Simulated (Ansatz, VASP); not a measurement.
**Pb: VASP beside Ansatz**

```xyz
2
Lattice="0.0000 3.0296 3.0296 3.0296 0.0000 3.0296 3.0296 3.0296 0.0000" Properties=species:S:1:pos:R:3 pbc="T T T"
Pb   -0.7574   -0.7574   -0.7574
Pb    0.7574    0.7574    0.7574
```

Change from the starting cell: volume scaled by 0.7, LAPW.

Alike in both runs: task single point; functional LDA; k mesh 10 × 10 × 10; occupations fermi-dirac, width 0.08 eV; no spin polarisation.

|  | VASP | Ansatz |
| --- | --- | --- |
| version | VASP 6.6.1 | Ansatz 0.2.0 |
| potentials or method | VASP PAW LDA potentials, release 64 (Pb_d), cutoff 520 eV | all-electron LAPW, scalar-relativistic |

```csv
,VASP,Ansatz,Ansatz less VASP
pressure (GPa),29.0,28.8,-0.24
```

Ansatz ran all-electron here, so the differences hold the error of VASP's frozen core and of both bases.

Caveats: so large a pressure means that the cell lies far from this level's equilibrium, or that cutoff or potentials fall short (VASP). Spin-orbit coupling is left out, which matters for the levels of Pb.
